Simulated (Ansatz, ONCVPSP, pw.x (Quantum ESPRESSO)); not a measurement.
## barium: does the ONCV potential hold in the solid?

barium (Ba), optimised norm-conserving Vanderbilt (ONCV), made with ONCVPSP 4.0.1 (PBE, scalar-relativistic). Core [Kr] 4d10, reference 5s2 5p6 6s2. Waves: 5s+6s: rc 2.60 bohr, ncon 4, nbas 9, qcut 3.6 1/bohr, 2 projectors; 5p: rc 3.05 bohr, ncon 4, nbas 8, qcut 4.6 1/bohr, 2 projectors, debl 0.6 Ha; d scattering state at 0.04 Ha: rc 3.05 bohr, ncon 4, nbas 9, qcut 3.2 1/bohr, 1 projector. Local part: polynomial inside 2.50 bohr (lpopt 5, dvloc0 2 Ha). Core correction: Teter function, fcfact 2, rcfact 1.5.

In the p channel the program set the typed energies aside and used -0.689, 0.250 Ha. In the d channel the program set the typed energies aside and used 0.050 Ha.

Crystal test: fcc Ba in pw.x 7.5, no spin, 9³ k-points, Fermi–Dirac smearing 0.01 Ry, cutoffs 50/200 Ry. The lattice is a test structure that the element need not adopt, and mesh and smearing are coarse.

pw.x input:

```
&control
  calculation='scf', prefix='x', pseudo_dir='./', outdir='./tmp', tstress=.true., disk_io='none'
/
&system
  ibrav=0, nat=1, ntyp=1, ecutwfc=50, ecutrho=200, nbnd=12,
  occupations='smearing', smearing='fd', degauss=0.01
/
&electrons
  conv_thr=1e-09, mixing_beta=0.4, electron_maxstep=70
/
ATOMIC_SPECIES
Ba 1.0 Ba.UPF
CELL_PARAMETERS angstrom
  0.00000000 3.18104023 3.18104023
  3.18104023 0.00000000 3.18104023
  3.18104023 3.18104023 0.00000000
ATOMIC_POSITIONS crystal
Ba 0.0000 0.0000 0.0000
K_POINTS automatic
9 9 9 0 0 0
```

```bash
pw.x < Ba.scf.in > Ba.scf.out
```

Problem. How does the run end?

Solution. It converges; the pressure is 0.07 GPa against 0.00 GPa from all-electron LAPW.  The log shows:

```
     number of electrons       =        10.00
     number of Kohn-Sham states=           12
     kinetic-energy cutoff     =      50.0000  Ry
     charge density cutoff     =     200.0000  Ry
     scf convergence threshold =      1.0E-09
     Exchange-correlation= PBE
     number of k points=    35  Fermi-Dirac smearing, width (Ry)=  0.0100
     iteration #  1     ecut=    50.00 Ry     beta= 0.40
     total energy              =     -54.70656076 Ry
     estimated scf accuracy    <       0.00111715 Ry
     iteration #  2     ecut=    50.00 Ry     beta= 0.40
     total energy              =     -54.70659155 Ry
     estimated scf accuracy    <       0.00033284 Ry
     iteration #  3     ecut=    50.00 Ry     beta= 0.40
     total energy              =     -54.70661532 Ry
     estimated scf accuracy    <       0.00001288 Ry
     iteration #  4     ecut=    50.00 Ry     beta= 0.40
     total energy              =     -54.70661655 Ry
     estimated scf accuracy    <       0.00000026 Ry
     iteration #  5     ecut=    50.00 Ry     beta= 0.40
     total energy              =     -54.70661657 Ry
     estimated scf accuracy    <       0.00000023 Ry
     iteration #  6     ecut=    50.00 Ry     beta= 0.40
     total energy              =     -54.70661660 Ry
     estimated scf accuracy    <          2.5E-09 Ry
     iteration #  7     ecut=    50.00 Ry     beta= 0.40
     the Fermi energy is     5.5977 ev
!    total energy              =     -54.70661660 Ry
     estimated scf accuracy    <          2.3E-11 Ry
     smearing contrib. (-TS)   =      -0.00776923 Ry
     The total energy is F=E-TS. E is the sum of the following terms:
     one-electron contribution =     -15.10065852 Ry
     hartree contribution      =       9.46764389 Ry
     xc contribution           =     -10.93043752 Ry
     ewald contribution        =     -38.13539522 Ry
     convergence has been achieved in   7 iterations
          total   stress  (Ry/bohr**3)                   (kbar)     P=        0.69
     Message from routine punch:
     Nothing written, as per user request (disk_io='none')
```
